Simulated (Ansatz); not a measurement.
# Ni₃Si films: biaxial stress and wafer bow

Plane-wave DFT in Ansatz, PBEsol, scalar-relativistic PAW potentials, cutoff 420 eV, no spin-orbit coupling; no spin polarisation. Ni₃Si in space group Pm-3m, strained equally along a and b of the conventional cell, with c and the atoms relaxed within the symmetry (a film with c along the normal). Stress is the in-plane mean, tension positive.

| strain (%) | stress (GPa) | E − E(0) (meV/atom) |
| --- | --- | --- |
| -4.5 | -21.29 | 55.4 |
| -3.0 | -12.80 | 22.9 |
| -1.5 | -5.76 | 5.3 |
| +0.0 | 0.05 | 0.0 |
| +1.5 | 4.79 | 4.7 |
| +3.0 | 8.66 | 17.8 |
| +4.5 | ? | 37.4 |

Q: Fit the stress, get the biaxial modulus and predict the missing row.

A: A parabola through the given rows is σ = 0.12 + 3.584 ε -0.2563 ε² GPa (ε in %), so M = dσ/dε = 358 GPa at zero. It predicts 11.06 GPa at +4.5 %; the run gave 11.49 GPa. The miss is 0.43 GPa, so the fit holds even one step beyond its range. The negative square term means that the film is stiffer in compression than in tension. The energies check it: E/V = Mε² at small strain, and a cubic fit with V = 10.37 Å³/atom gives M = 355 GPa, in agreement.

Q: How much does a 100 nm film at +0.2 % strain bow a 300 mm Si(001) wafer 775 μm thick?

A: The fit, without its small constant, gives σ = 0.71 GPa. Stoney's formula, κ = 6σt_f/(M_s t_s²) with M_s = 180.5 GPa for Si(001) (literature), gives |κ| = 3.93×10⁻³ m⁻¹ and a bow κr²/2 = 44.2 μm at r = 150 mm, with the film side concave (tension pulls the edges up). This assumes a single-crystal or fully textured, unrelaxed film at 0 K.

The cell has no gap in any row, so the stresses hang on mesh and smearing.

Cost: about 14 core-minutes for the runs cited, on Arm Neoverse V2 (shared hosts).

The film stiffens steadily under compression and softens under tension: the stress increment shrinks at every step from -4.5 to +4.5 %, and the energy rises to 55.4 meV/atom at one end but only 37.4 at the other. This is ordinary bond anharmonicity. In-plane compression drives the atoms up the steep repulsive wall, while stretching weakens the metallic Ni-Ni bonding and the Ni d-Si p overlap. Relaxation along the normal relieves part of the volume change but doesn't remove the asymmetry.

The underestimate at +4.5 % is well above the parabola's residuals within the fitted range, which suggests a positive cubic term in the stress. The parabola is therefore a good local description but a doubtful guide to larger strains. The stress is still rising at the last point, so no ideal tensile strength can be read from the series.

The wafer bow hardly depends on this curvature, since at +0.2 % the response is almost linear. It scales instead with the assumed strain, which in a real film is set by growth and thermal mismatch.
